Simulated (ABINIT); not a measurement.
Wanted: the native input for an ABINIT 10.8.3 (patched build) run.

```yaml
Task: band structure
Functional: PBEsol
Potentials_or_basis: PseudoDojo NC SR PBEsol v0.4.1 standard
Cutoff: 1116 eV
k_mesh: 11 × 11 × 11
Occupations: fermi-dirac, width 0.05 eV
Spin: no spin polarisation
```

Ag:

```
Ag
1.0
     0.00000    2.04275    2.04275
     2.04275    0.00000    2.04275
     2.04275    2.04275    0.00000
Ag
1
Direct
  0.00000 0.00000 0.00000
```

These files were run (other wordings do the same):

run.abi

```
ndtset 2

pp_dirpath "./"
pseudos "Ag.upf"

acell 2.8888847545 2.8888847545 2.8888847545 Angstrom
rprim
     0.0000000000     0.7071067812     0.7071067812
     0.7071067812     0.0000000000     0.7071067812
     0.7071067812     0.7071067812     0.0000000000
ntypat 1
znucl 47
natom 1
typat 1
xcart
     0.0000000000     0.0000000000     0.0000000000

ecut 41.0

ixc -116133

occopt 3
tsmear 0.05 eV

nstep 100

iomode 3
prtwf 0
prteig 0
prtebands 0
prtden1 1

kptopt1 1
ngkpt1 11 11 11
nshiftk1 1
shiftk1 0.0 0.0 0.0
nband1 14
tolvrs1 1.0e-10

iscf2 -2
getden2 1
nband2 18
nbdbuf2 2
tolwfr2 1.0e-12
kptopt2 -9
ndivsm2 8
prteig2 1
prtvol2 -3
kptbounds2
     0.0000000000     0.0000000000     0.0000000000
     0.5000000000     0.0000000000     0.5000000000
     0.5000000000     0.2500000000     0.7500000000
     0.3750000000     0.3750000000     0.7500000000
     0.0000000000     0.0000000000     0.0000000000
     0.5000000000     0.5000000000     0.5000000000
     0.6250000000     0.2500000000     0.6250000000
     0.5000000000     0.2500000000     0.7500000000
     0.5000000000     0.5000000000     0.5000000000
     0.3750000000     0.3750000000     0.7500000000
```

Potentials or basis: PseudoDojo NC SR PBEsol v0.4.1 standard.

Launch:

```bash
$ abinit run.abi > log 2>&1
```

It gave:

| Quantity | Value |
| --- | --- |
| Pressure | -3.1 GPa |
| Band gap on the k mesh | none (metal or under the smearing width) |
| Valence electrons inside the program's atomic spheres | Ag 16.33 (radii [1.0584] Å) |

Run time: 56 s on 1 thread of Intel(R) Xeon(R) Platinum 8559C (Emerald Rapids), with other jobs on the host, peak memory 0.12 GiB.
